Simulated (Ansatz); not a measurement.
`FC(F)C(F)(F)F` + `[GaH3]` → `F[CH](F)[GaH2]` + `FC(F)F` at 500 K and 1 bar (formal exchange of groups at a C–C bond).

Isolated molecules relaxed with PBE0-D4/def2-TZVP in Ansatz; ΔE leaves out vibrations. CCSD(T)/CBS is the MP2 limit (def2-TZVPP, def2-QZVPP) plus CCSD(T) − MP2 in def2-TZVPP, frozen cores. This one scheme is used for every species. For Ga outer-core shells are correlated without core-valence functions, which leaves a few kJ/mol of doubt a bond. Scalar relativity is left out up to krypton.

| species | CCSD(T)/CBS energy (Eh) | H − E (kJ/mol) | S (J/(mol·K)) |
| --- | --- | --- | --- |
| `FC(F)C(F)(F)F` | -575.65828 | 140.4 | 389.4 |
| `[GaH3]` | -1925.70545 | 69.3 | 243.1 |
| `F[CH](F)[GaH2]` | -2163.33500 | 127.9 | 381.9 |
| `FC(F)F` | -338.02896 | 90.5 | 290.1 |

H − E and S are ideal-gas, rigid-rotor, harmonic terms from PBE0-D4/def2-TZVP, for one conformer and one mirror image of each species. 1 Eh = 2625.50 kJ/mol, R = 8.31446 J/(mol·K).

Question: By hand: ΔE, ΔH, ΔS and ΔG.

Answer: ΔE = (-2163.33500) + (-338.02896) − (-575.65828) − (-1925.70545) = -0.00023 Eh = -0.6 kJ/mol. Δ(H − E) = 127.9 + 90.5 − 140.4 − 69.3 = 8.7, so ΔH = 8.1 kJ/mol. ΔS = 381.9 + 290.1 − 389.4 − 243.1 = 39.5 J/(mol·K). ΔG = 8.1 − 500 × (39.5)/1000 = -11.7 kJ/mol.

Question: By hand: the equilibrium constant, and the temperature at which ΔG would vanish if ΔH and ΔS stayed fixed.

Answer: log₁₀ K = −ΔG/(RT ln 10) = 1.2. ΔG = 0 at ΔH/ΔS = 205 K, though so small a ΔH makes that figure unsure.

TΔS isn't small against ΔH here. A doubt of 5 kJ/mol in ΔE shifts log₁₀ K by 0.5 here. Other conformers and mirror images would add mixing entropy, several J/(mol·K) or more a flexible species. Modes under 60 cm⁻¹, often nearly free rotors, make the harmonic entropy too high. These are equilibria of isolated gas molecules and say nothing of rates. Largest T1 diagnostic: 0.013 (customary marks: 0.02 for closed shells, 0.045 for open ones).
